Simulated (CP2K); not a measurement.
Runs of CP2K 2026.2 on SnTe. The structure is cubic, space group F-43m (No. 216). The conventional cell has a = 7.222 Å, b = 7.222 Å, c = 7.222 Å, α = 90.00°, β = 90.00°, γ = 90.00°. Te (site symmetry -43m) is surrounded by 4 Sn at 3.13 Å. Sn (site symmetry -43m) has 4 Te at 3.13 Å as nearest neighbours. Measurements of this composition are mostly on another form, of space group No. 225.

| task | level | potentials or basis | cell | EPS_DEFAULT | NGRIDS | points a segment of the path (NPOINTS) | bands added on the path | CUTOFF of the grids | gap on the mesh (eV) | pressure (GPa) |
| --- | --- | --- | --- | --- | --- | --- | --- | --- | --- | --- |
| band structure | SCAN | POTENTIAL_UZH Te GTH-SCAN-q6, Sn GTH-SCAN-q4; TZVP-MOLOPT-SCAN-GTH basis | as given | 1.0E-9 | 4 | 10 | 4 | 675 Ry | (a) | -0.9 |
| single point | PBEsol | POTENTIAL_UZH Te GTH-PBE-q6, Sn GTH-PBE-q4; TZVP-MOLOPT-PBE-GTH basis | atoms moved at random, drawn with an rms of 0.05 Å | 1.0E-10 | 5 | - | - | 450 Ry | 0.20 | -0.3 |
| single point | PBEsol | POTENTIAL_UZH Te GTH-PBE-q6, Sn GTH-PBE-q4; TZVP-MOLOPT-PBE-GTH basis | as given | 1.0E-10 | 5 | - | - | 450 Ry | 0.23 | -0.3 |
| band structure | TASK | POTENTIAL_UZH Te GTH-SCAN-q6, Sn GTH-SCAN-q4; TZVP-MOLOPT-SCAN-GTH basis | as given | 1.0E-10 | 4 | 6 | 6 | 675 Ry | (b) | 1.2 |

Alike in all rows: no spin polarisation; k mesh 7 × 7 × 7; smearing fermi-dirac 0.05 eV.

Q: Estimate the missing entries.

A: (a) 0.40; (b) 0.83.

Caveats: spin-orbit coupling is left out, which moves the levels of the heavy elements; the basis of atomic orbitals isn't converged, which shifts pressures, moduli and gaps; the potentials were made for another functional, which shifts forces and pressure (some runs); the mesh misses the band edges, which the band path finds closer together (some runs); an odd mesh through Γ misses points on the zone boundary, where band edges often lie (some runs).

A k mesh can miss the band edges, and the runs leave out spin-orbit coupling on Sn, Te.
